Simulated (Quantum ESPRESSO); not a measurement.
# Ag (Fm-3m) in Quantum ESPRESSO: notebook

The runs below take Ag through equation of state, with BP86+D4, OLYP+D4.

All numbers are computed with Quantum ESPRESSO 7.5; they aren't measurements. Logs are shortened: lines on timing, memory, paths and dates and some standing lists are left out, and cuts for length are marked.

### 1 The structure

The structure is cubic, space group Fm-3m (No. 225). Conventional cell: a = 4.085 Å, b = 4.085 Å, c = 4.085 Å, α = 90.00°, β = 90.00°, γ = 90.00°. Ag (site symmetry m-3m) is surrounded by 12 Ag at 2.89 Å.

### 2 Equation of state, BP86+D4

Contents of run.py:

```python
import numpy as np
from ase.calculators.espresso import Espresso, EspressoProfile
import spglib
from ase import Atoms
from ase.io import read

atoms = read('Ag.cif')
cell, pos, num = spglib.standardize_cell((atoms.cell[:], atoms.get_scaled_positions(), atoms.numbers), to_primitive=True, symprec=1e-4)
atoms = Atoms(numbers=num, cell=cell, scaled_positions=pos, pbc=True)

input_data = {
    'control': {'calculation': 'scf', 'prefix': 'pwscf', 'outdir': './tmp', 'tprnfor': True, 'tstress': True, 'disk_io': 'nowf'},
    'system': {'ecutwfc': 82.0, 'nbnd': 16, 'input_dft': 'bp', 'occupations': 'smearing', 'smearing': 'fd', 'degauss': 0.00367493},
    'electrons': {'conv_thr': 2e-10, 'electron_maxstep': 120, 'mixing_beta': 0.5},
}
pseudopotentials = {'Ag': 'Ag.upf'}
profile = EspressoProfile(command='pw.x', pseudo_dir='pseudo')
dft = Espresso(profile=profile, input_data=input_data, pseudopotentials=pseudopotentials, kpts=(11, 11, 11), koffset=(0, 0, 0))
from ase.calculators.mixing import SumCalculator
from dftd4.ase import DFTD4
d4 = DFTD4(method='bp86')
atoms.calc = SumCalculator([dft, d4])

from ase.eos import EquationOfState
from ase.units import GPa
cell, v, e = atoms.cell.copy(), [], []
for x in [0.94, 0.96, 0.98, 1.0, 1.02, 1.04, 1.06]:
    atoms.set_cell(cell * x ** (1 / 3), scale_atoms=True)
    v.append(atoms.get_volume() / len(atoms))
    e.append(atoms.get_potential_energy() / len(atoms))
    print(f'V {v[-1]:.6f} A^3/atom  E {e[-1]:.8f} eV/atom')
v0, e0, b0 = EquationOfState(v, e, eos='birchmurnaghan').fit()
print(f'V0 {v0:.5f} A^3/atom  E0 {e0:.6f} eV/atom  B0 {b0 / GPa:.2f} GPa')
```

Contents of Ag.cif:

```cif
data_Ag
_cell_length_a 4.08550000
_cell_length_b 4.08550000
_cell_length_c 4.08550000
_cell_angle_alpha 90.00000000
_cell_angle_beta 90.00000000
_cell_angle_gamma 90.00000000
_space_group_name_H-M_alt 'Fm-3m'
_space_group_name_Hall '-F 4 2 3'
_space_group_IT_number 225
loop_
_space_group_symop_operation_xyz
'x,y,z'
'-x,-y,-z'
'-y,x,z'
'y,-x,-z'
'-x,-y,z'
'x,y,-z'
'y,-x,z'
'-y,x,-z'
'x,-y,-z'
'-x,y,z'
'-y,-x,-z'
'y,x,z'
'-x,y,-z'
'x,-y,z'
'y,x,-z'
'-y,-x,z'
'z,x,y'
'-z,-x,-y'
'z,-y,x'
'-z,y,-x'
'z,-x,-y'
'-z,x,y'
'z,y,-x'
'-z,-y,x'
'-z,x,-y'
'z,-x,y'
'-z,-y,-x'
'z,y,x'
'-z,-x,y'
'z,x,-y'
'-z,y,x'
'z,-y,-x'
'y,z,x'
'-y,-z,-x'
'x,z,-y'
'-x,-z,y'
'-y,z,-x'
'y,-z,x'
'-x,z,y'
'x,-z,-y'
'-y,-z,x'
'y,z,-x'
'-x,-z,-y'
'x,z,y'
'y,-z,-x'
'-y,z,x'
'x,-z,y'
'-x,z,-y'
'x,y+1/2,z+1/2'
'-x,-y+1/2,-z+1/2'
'-y,x+1/2,z+1/2'
[... 62 lines left out ...]
'-z+1/2,-x,-y+1/2'
'z+1/2,-y,x+1/2'
'-z+1/2,y,-x+1/2'
'z+1/2,-x,-y+1/2'
'-z+1/2,x,y+1/2'
'z+1/2,y,-x+1/2'
'-z+1/2,-y,x+1/2'
'-z+1/2,x,-y+1/2'
'z+1/2,-x,y+1/2'
'-z+1/2,-y,-x+1/2'
'z+1/2,y,x+1/2'
'-z+1/2,-x,y+1/2'
'z+1/2,x,-y+1/2'
'-z+1/2,y,x+1/2'
'z+1/2,-y,-x+1/2'
'y+1/2,z,x+1/2'
'-y+1/2,-z,-x+1/2'
'x+1/2,z,-y+1/2'
'-x+1/2,-z,y+1/2'
'-y+1/2,z,-x+1/2'
'y+1/2,-z,x+1/2'
'-x+1/2,z,y+1/2'
'x+1/2,-z,-y+1/2'
'-y+1/2,-z,x+1/2'
'y+1/2,z,-x+1/2'
'-x+1/2,-z,-y+1/2'
'x+1/2,z,y+1/2'
'y+1/2,-z,-x+1/2'
'-y+1/2,z,x+1/2'
'x+1/2,-z,y+1/2'
'-x+1/2,z,-y+1/2'
'x+1/2,y+1/2,z'
'-x+1/2,-y+1/2,-z'
'-y+1/2,x+1/2,z'
'y+1/2,-x+1/2,-z'
'-x+1/2,-y+1/2,z'
'x+1/2,y+1/2,-z'
'y+1/2,-x+1/2,z'
'-y+1/2,x+1/2,-z'
'x+1/2,-y+1/2,-z'
'-x+1/2,y+1/2,z'
'-y+1/2,-x+1/2,-z'
'y+1/2,x+1/2,z'
'-x+1/2,y+1/2,-z'
'x+1/2,-y+1/2,z'
'y+1/2,x+1/2,-z'
'-y+1/2,-x+1/2,z'
'z+1/2,x+1/2,y'
'-z+1/2,-x+1/2,-y'
'z+1/2,-y+1/2,x'
'-z+1/2,y+1/2,-x'
'z+1/2,-x+1/2,-y'
'-z+1/2,x+1/2,y'
'z+1/2,y+1/2,-x'
'-z+1/2,-y+1/2,x'
'-z+1/2,x+1/2,-y'
'z+1/2,-x+1/2,y'
'-z+1/2,-y+1/2,-x'
'z+1/2,y+1/2,x'
'-z+1/2,-x+1/2,y'
'z+1/2,x+1/2,-y'
'-z+1/2,y+1/2,x'
'z+1/2,-y+1/2,-x'
'y+1/2,z+1/2,x'
'-y+1/2,-z+1/2,-x'
'x+1/2,z+1/2,-y'
'-x+1/2,-z+1/2,y'
'-y+1/2,z+1/2,-x'
'y+1/2,-z+1/2,x'
'-x+1/2,z+1/2,y'
'x+1/2,-z+1/2,-y'
'-y+1/2,-z+1/2,x'
'y+1/2,z+1/2,-x'
'-x+1/2,-z+1/2,-y'
'x+1/2,z+1/2,y'
'y+1/2,-z+1/2,-x'
'-y+1/2,z+1/2,x'
'x+1/2,-z+1/2,y'
'-x+1/2,z+1/2,-y'
loop_
_atom_site_label
_atom_site_type_symbol
_atom_site_symmetry_multiplicity
_atom_site_Wyckoff_symbol
_atom_site_fract_x
_atom_site_fract_y
_atom_site_fract_z
_atom_site_occupancy
Ag1 Ag 4 a 0.0000000000 0.0000000000 0.0000000000 1
```

Potentials or basis: PseudoDojo 0.4.1 SR PBE standard.

Command:

```sh
$ OMP_NUM_THREADS=1 python run.py
```

Standard output:

```text
V 16.025202 A^3/atom  E -4222.85279889 eV/atom
V 16.366164 A^3/atom  E -4222.85605324 eV/atom
V 16.707125 A^3/atom  E -4222.85359595 eV/atom
V 17.048087 A^3/atom  E -4222.84624878 eV/atom
V 17.389049 A^3/atom  E -4222.83469687 eV/atom
V 17.730010 A^3/atom  E -4222.81948033 eV/atom
V 18.070972 A^3/atom  E -4222.80109470 eV/atom
V0 16.38202 A^3/atom  E0 -4222.856042 eV/atom  B0 126.84 GPa
```

espresso.pwi:

```text
&CONTROL
   calculation      = 'scf'
   tstress          = .true.
   tprnfor          = .true.
   outdir           = './tmp'
   prefix           = 'pwscf'
   disk_io          = 'nowf'
   pseudo_dir       = 'pseudo'
/
&SYSTEM
   nbnd             = 16
   ecutwfc          = 82.0
   occupations      = 'smearing'
   degauss          = 0.00367493
   smearing         = 'fd'
   input_dft        = 'bp'
   ntyp             = 1
   nat              = 1
   ibrav            = 0
/
&ELECTRONS
   electron_maxstep = 120
   conv_thr         = 2e-10
   mixing_beta      = 0.5
/
&IONS
/
&CELL
/
&FCP
/
&RISM
/
ATOMIC_SPECIES
Ag 107.8682 Ag.upf

K_POINTS automatic
11 11 11  0 0 0

CELL_PARAMETERS angstrom
0.00000000000000 2.08281409300298 2.08281409300298
2.08281409300298 0.00000000000000 2.08281409300298
2.08281409300298 2.08281409300298 0.00000000000000

ATOMIC_POSITIONS angstrom
Ag 0.0000000000 0.0000000000 0.0000000000
```

espresso.pwo:

```text
This program is part of the open-source Quantum ESPRESSO suite
     for quantum simulation of materials; please cite
         "P. Giannozzi et al., J. Phys.:Condens. Matter 21 395502 (2009);
         "P. Giannozzi et al., J. Phys.:Condens. Matter 29 465901 (2017);
         "P. Giannozzi et al., J. Chem. Phys. 152 154105 (2020);
     in publications or presentations arising from this work. More details at

Warning: card &CELL ignored
Warning: card &FCP ignored
Warning: card &RISM ignored

     IMPORTANT: XC functional enforced from input :
     Exchange-correlation= BP
                           (   1   1   1   1   0   0   0)
     Any further DFT definition will be discarded
     Please, verify this is what you really want

     Message from routine setup:
     using ibrav=0 with symmetry is DISCOURAGED, use correct ibrav instead

     G-vector sticks info
     --------------------
     sticks:   dense  smooth     PW     G-vecs:    dense   smooth      PW
     Sum         691     691    211                12051    12051    2085

     Using Slab Decomposition

     bravais-lattice index     =            0
     lattice parameter (alat)  =       5.5663  a.u.
     unit-cell volume          =     121.9490 (a.u.)^3
     number of atoms/cell      =            1
     number of atomic types    =            1
     number of electrons       =        19.00
     number of Kohn-Sham states=           16
     kinetic-energy cutoff     =      82.0000  Ry
     charge density cutoff     =     328.0000  Ry
     scf convergence threshold =      2.0E-10
     mixing beta               =       0.5000
     number of iterations used =            8  plain     mixing
     Exchange-correlation= BP
                           (   1   1   1   1   0   0   0)

     celldm(1)=   5.566271  celldm(2)=   0.000000  celldm(3)=   0.000000
     celldm(4)=   0.000000  celldm(5)=   0.000000  celldm(6)=   0.000000

     crystal axes: (cart. coord. in units of alat)
               a(1) = (   0.000000   0.707107   0.707107 )
               a(2) = (   0.707107   0.000000   0.707107 )
               a(3) = (   0.707107   0.707107   0.000000 )

     reciprocal axes: (cart. coord. in units 2 pi/alat)
               b(1) = ( -0.707107  0.707107  0.707107 )
               b(2) = (  0.707107 -0.707107  0.707107 )
               b(3) = (  0.707107  0.707107 -0.707107 )

     PseudoPot. # 1 for Ag read from file:
     Ag.upf
     Pseudo is Norm-conserving + core correction, Zval = 19.0
     Generated using ONCVPSP code by D. R. Hamann
     Using radial grid of 1538 points,  6 beta functions with:
                l(1) =   0
                l(2) =   0
                l(3) =   1
                l(4) =   1
                l(5) =   2
                l(6) =   2

     atomic species   valence    mass     pseudopotential
     Ag               19.00   107.86820     Ag( 1.00)

     48 Sym. Ops., with inversion, found

   Cartesian axes

     site n.     atom                  positions (alat units)
         1        Ag     tau(   1) = (   0.0000000   0.0000000   0.0000000  )

     number of k points=    56  Fermi-Dirac smearing, width (Ry)=  0.0037
                       cart. coord. in units 2pi/alat
        k(    1) = (   0.0000000   0.0000000   0.0000000), wk =   0.0015026
        k(    2) = (   0.0642824   0.0642824  -0.0642824), wk =   0.0120210
        k(    3) = (   0.1285649   0.1285649  -0.1285649), wk =   0.0120210
        k(    4) = (   0.1928473   0.1928473  -0.1928473), wk =   0.0120210
        k(    5) = (   0.2571297   0.2571297  -0.2571297), wk =   0.0120210
        k(    6) = (   0.3214122   0.3214122  -0.3214122), wk =   0.0120210
[... 48 lines left out ...]
        k(   55) = (  -0.0642824  -0.4499770   0.7071068), wk =   0.0360631
        k(   56) = (   0.0000000  -0.3856946   0.6428243), wk =   0.0360631

     Dense  grid:    12051 G-vectors     FFT dimensions: (  36,  36,  36)

     Initial potential from superposition of free atoms

     starting charge      18.9995, renormalised to      19.0000
     Starting wfcs are   10 randomized atomic wfcs +    6 random wfcs

     Self-consistent Calculation

     iteration #  1     ecut=    82.00 Ry     beta= 0.50
     Davidson diagonalization with overlap
     ethr =  1.00E-02,  avg # of iterations =  4.8

     Threshold (ethr) on eigenvalues was too large:
     Diagonalizing with lowered threshold

     Davidson diagonalization with overlap
     ethr =  3.34E-04,  avg # of iterations =  1.4

     total energy              =    -310.28213951 Ry
     estimated scf accuracy    <       0.06374330 Ry

     iteration #  2     ecut=    82.00 Ry     beta= 0.50
     Davidson diagonalization with overlap
     ethr =  3.35E-04,  avg # of iterations =  2.1

     total energy              =    -310.30008079 Ry
     estimated scf accuracy    <       0.01125847 Ry

     iteration #  3     ecut=    82.00 Ry     beta= 0.50
     Davidson diagonalization with overlap
     ethr =  5.93E-05,  avg # of iterations =  2.1

     total energy              =    -310.30206723 Ry
     estimated scf accuracy    <       0.00034589 Ry
[... 19 lines left out ...]
     total energy              =    -310.30212424 Ry
     estimated scf accuracy    <       0.00000002 Ry

     iteration #  7     ecut=    82.00 Ry     beta= 0.50
     Davidson diagonalization with overlap
     ethr =  9.80E-11,  avg # of iterations =  2.0

     total energy              =    -310.30212424 Ry
     estimated scf accuracy    <          4.2E-09 Ry

     iteration #  8     ecut=    82.00 Ry     beta= 0.50
     Davidson diagonalization with overlap
     ethr =  2.22E-11,  avg # of iterations =  1.1

     End of self-consistent calculation

          k = 0.0000 0.0000 0.0000 (  1471 PWs)   bands (ev):

   -75.8187 -39.2106 -39.2106 -39.2106   8.7022  11.4493  11.4493  11.4493
    12.3867  12.3867  32.2072  35.2900  35.2900  35.2900  40.1400  40.4871

          k = 0.0643 0.0643-0.0643 (  1495 PWs)   bands (ev):

   -75.8177 -39.2210 -39.2122 -39.2122   8.9464  11.4017  11.5120  11.5120
    12.3657  12.3657  32.0297  33.5661  35.3099  35.3099  39.4224  40.3381

          k = 0.1286 0.1286-0.1286 (  1525 PWs)   bands (ev):

   -75.8149 -39.2488 -39.2165 -39.2165   9.5817  11.3825  11.6242  11.6242
    12.3766  12.3766  29.4007  32.9540  35.2377  35.2377  38.4040  39.5667

          k = 0.1928 0.1928-0.1928 (  1519 PWs)   bands (ev):

   -75.8113 -39.2850 -39.2220 -39.2220  10.0831  11.6175  11.6175  11.9686
    12.5713  12.5713  25.9226  32.5482  34.7815  34.7815  38.6284  38.6285
[... 248 lines left out ...]
   -75.8024 -39.3093 -39.2844 -39.2518  10.8096  10.9909  11.4117  12.3853
    13.0929  19.0155  21.6036  24.8943  26.2218  36.1360  38.2291  41.6829

          k =-0.0643-0.4500 0.7071 (  1546 PWs)   bands (ev):

   -75.8018 -39.3130 -39.2814 -39.2595  10.5590  10.7148  11.8109  12.5763
    13.2496  19.4391  23.2492  23.5677  24.6229  36.1414  37.5890  40.7867

          k = 0.0000-0.3857 0.6428 (  1539 PWs)   bands (ev):

   -75.8017 -39.3017 -39.2947 -39.2588  10.6782  11.0417  11.4245  12.4166
    13.2473  21.1722  21.4122  22.9859  24.9766  36.7345  39.1781  40.3060

     the Fermi energy is    16.3487 ev

!    total energy              =    -310.30212424 Ry
     estimated scf accuracy    <          7.4E-11 Ry
     smearing contrib. (-TS)   =      -0.00028940 Ry
     internal energy E=F+TS    =    -310.30183484 Ry

     The total energy is F=E-TS. E is the sum of the following terms:
     one-electron contribution =    -126.97450995 Ry
     hartree contribution      =      73.49751933 Ry
     xc contribution           =     -46.56608027 Ry
     ewald contribution        =    -210.25876394 Ry

     convergence has been achieved in   8 iterations

     Forces acting on atoms (cartesian axes, Ry/au):

     atom    1 type  1   force =     0.00000000    0.00000000    0.00000000

     Total force =     0.000000     Total SCF correction =     0.000000

     Computing stress (Cartesian axis) and pressure

          total   stress  (Ry/bohr**3)                   (kbar)     P=      -12.12
  -0.00008236  -0.00000000  -0.00000000          -12.12       -0.00       -0.00
  -0.00000000  -0.00008236  -0.00000000           -0.00      -12.12       -0.00
  -0.00000000  -0.00000000  -0.00008236           -0.00       -0.00      -12.12

=------------------------------------------------------------------------------=
   JOB DONE.
=------------------------------------------------------------------------------=
```

Wall time 98 s (1 thread of Arm Neoverse V1, shared host); peak memory 0.09 GiB.

What came out:

| Quantity | Value |
| --- | --- |
| Equilibrium volume | 16.38 Å³/atom |
| Bulk modulus | 127 GPa |
| Pressure derivative of the bulk modulus | 5.9 |

Energy against volume, from the lowest point:
| volume (Å³/atom) | energy (meV/atom) |
| --- | --- |
| 16.025 | 3.25 |
| 16.366 | 0.00 |
| 16.707 | 2.46 |
| 17.048 | 9.80 |
| 17.389 | 21.36 |
| 17.730 | 36.57 |
| 18.071 | 54.96 |

Caveat: the potentials were made for another functional, which shifts forces and pressure.

(Continued in part 2 of 2.)
